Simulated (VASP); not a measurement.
VASP input:

POSCAR:
```
Li3N
1
    1.8250000000    -3.1609930000     0.0000000000
    1.8250000000     3.1609930000     0.0000000000
    0.0000000000     0.0000000000     3.8700000000
Li N
3 1
Direct
  0.3583008052   0.7074526194   0.0000000000
  0.6666670000   0.3333330000   0.0000000000
  0.0000000000   0.0000000000   0.5000000000
  0.0000000000   0.0000000000   0.0000000000
```

File KPOINTS:
```
Automatic mesh
0
Gamma
5 5 5
0 0 0
```

**INCAR**
```
SYSTEM = Li3N
PREC = Accurate
ENCUT = 520
EDIFF = 1E-6
NELM = 100
ALGO = Normal
LREAL = .FALSE.
LASPH = .TRUE.
ISMEAR = 0
SIGMA = 0.05
GGA = PE
LWAVE = .FALSE.
LCHARG = .FALSE.
ISIF = 2
IBRION = 2
NSW = 2
EDIFFG = -0.01
```

POTCAR, in this order: Li_sv N (PBE.64 set). Program: vasp_std.

The run wrote:

### standard output
```
 POSCAR found type information on POSCAR LiN
 POSCAR found :  2 types and       4 ions
 Reading from existing POTCAR
 Reading from existing POTCAR
 LDA part: xc-table for (Slater+PW92), standard interpolation
 POSCAR, INCAR and KPOINTS ok, starting setup
 WAVECAR not read
 entering main loop
       N       E                     dE             d eps       ncg     rms          rms(c)
DAV:   1     0.580717559929E+02    0.58072E+02   -0.67171E+03   858   0.134E+03
DAV:   2    -0.108446282622E+02   -0.68916E+02   -0.64367E+02  1173   0.255E+02
DAV:   3    -0.186389417171E+02   -0.77943E+01   -0.77420E+01  1245   0.797E+01
DAV:   4    -0.197450878502E+02   -0.11061E+01   -0.11049E+01  1390   0.230E+01
DAV:   5    -0.197583210864E+02   -0.13233E-01   -0.13233E-01  1135   0.342E+00    0.986E+00
DAV:   6    -0.158468041484E+02    0.39115E+01   -0.25552E+01  1054   0.235E+01    0.461E+00
DAV:   7    -0.156614582147E+02    0.18535E+00   -0.14854E+00  1140   0.730E+00    0.227E+00
DAV:   8    -0.155857513489E+02    0.75707E-01   -0.37767E-01  1041   0.507E+00    0.122E+00
DAV:   9    -0.155744154928E+02    0.11336E-01   -0.52760E-02  1114   0.156E+00    0.345E-01
DAV:  10    -0.155753778552E+02   -0.96236E-03   -0.36162E-03  1113   0.372E-01    0.780E-02
DAV:  11    -0.155752528084E+02    0.12505E-03   -0.14080E-03  1090   0.191E-01    0.291E-02
DAV:  12    -0.155752641021E+02   -0.11294E-04   -0.15135E-04  1116   0.773E-02    0.135E-02
DAV:  13    -0.155752586034E+02    0.54987E-05   -0.33252E-05  1184   0.314E-02    0.224E-03
DAV:  14    -0.155752585001E+02    0.10327E-06   -0.12253E-06   887   0.936E-03
   1 F= -.15575259E+02 E0= -.15575259E+02  d E =-.155753E+02
 curvature:   0.00 expect dE= 0.000E+00 dE for cont linesearch  0.000E+00
 trial: gam= 0.00000 g(F)=  0.432E-01 g(S)=  0.000E+00 ort = 0.000E+00 (trialstep = 0.100E+01)
 search vector abs. value=  0.432E-01
 bond charge predicted
       N       E                     dE             d eps       ncg     rms          rms(c)
DAV:   1    -0.155998031687E+02   -0.24545E-01   -0.96040E+00   858   0.323E+01    0.116E-01
DAV:   2    -0.156081058570E+02   -0.83027E-02   -0.86010E-02   915   0.306E+00    0.791E-02
DAV:   3    -0.156082791434E+02   -0.17329E-03   -0.33069E-03  1451   0.485E-01    0.416E-02
DAV:   4    -0.156082630398E+02    0.16104E-04   -0.14837E-04  1026   0.115E-01    0.104E-02
DAV:   5    -0.156082638561E+02   -0.81624E-06   -0.14754E-05  1074   0.337E-02    0.751E-03
DAV:   6    -0.156082639141E+02   -0.58073E-07   -0.14388E-06   788   0.144E-02
   2 F= -.15608264E+02 E0= -.15608264E+02  d E =-.330054E-01
 trial-energy change:   -0.033005  1 .order   -0.033103   -0.043158   -0.023048
 step:   2.2252(harm=  2.1461)  dis= 0.04971  next Energy=   -15.622204 (dE=-0.469E-01)
```

OUTCAR:
```
------------------------ aborting loop because EDIFF is reached ----------------------------------------
  FORCE on cell =-STRESS in cart. coord.  units (eV):
  Direction    XX          YY          ZZ          XY          YZ          ZX
  --------------------------------------------------------------------------------------
  Total       -0.0131271     -0.2602839     -0.0366808      0.2858310      0.0000000      0.0000000
  in kB       -0.4710322     -9.3396492     -1.3162013     10.2563443      0.0000000      0.0000000
  external PRESSURE =      -3.7089609 kB  Pullay stress =       0.0000000 kB
  volume of cell :       44.65
      direct lattice vectors                 reciprocal lattice vectors
     1.825000000 -3.160993000  0.000000000     0.273972603 -0.158178142  0.000000000
     1.825000000  3.160993000  0.000000000     0.273972603  0.158178142  0.000000000
     0.000000000  0.000000000  3.870000000     0.000000000  0.000000000  0.258397933
 POSITION                                       TOTAL-FORCE (eV/Angst)
 -----------------------------------------------------------------------------------
      1.91059      1.08966      0.00000        -0.404302     -0.164090      0.000000
      1.84734     -1.04326      0.00000         0.195484      0.080278      0.000000
      0.00334      0.00119      1.93500         0.066325      0.026163      0.000000
      0.00873      0.00241      0.00000         0.142492      0.057649      0.000000
 -----------------------------------------------------------------------------------
    total drift:                               -0.000829     -0.000887     -0.000000
  FREE ENERGIE OF THE ION-ELECTRON SYSTEM (eV)
  ---------------------------------------------------
  free  energy   TOTEN  =       -15.6082639141 eV

  energy  without entropy=      -15.6082639141  energy(sigma->0) =      -15.60826391
```
(Selected blocks of OUTCAR.)

Read the log: what went wrong, and how is it fixed?

The cause: NSW is too small for the relaxation to finish. Convergence was not reached. Against the sound run, the energy per atom (σ→0) rises by 0.004 eV/atom; the pressure goes up by 0.12 GPa; the largest force goes up by 0.429 eV/Å. To mend it, set NSW = 40.

The mended run (PBE GGA, plane waves, VASP's PBE PAW potentials (set 64)) converges, and its OSZICAR ends with
```
   9 F= -.15625264E+02 E0= -.15625264E+02  d E =-.626482E-04
```

The compound is Li3N in the alpha structure.
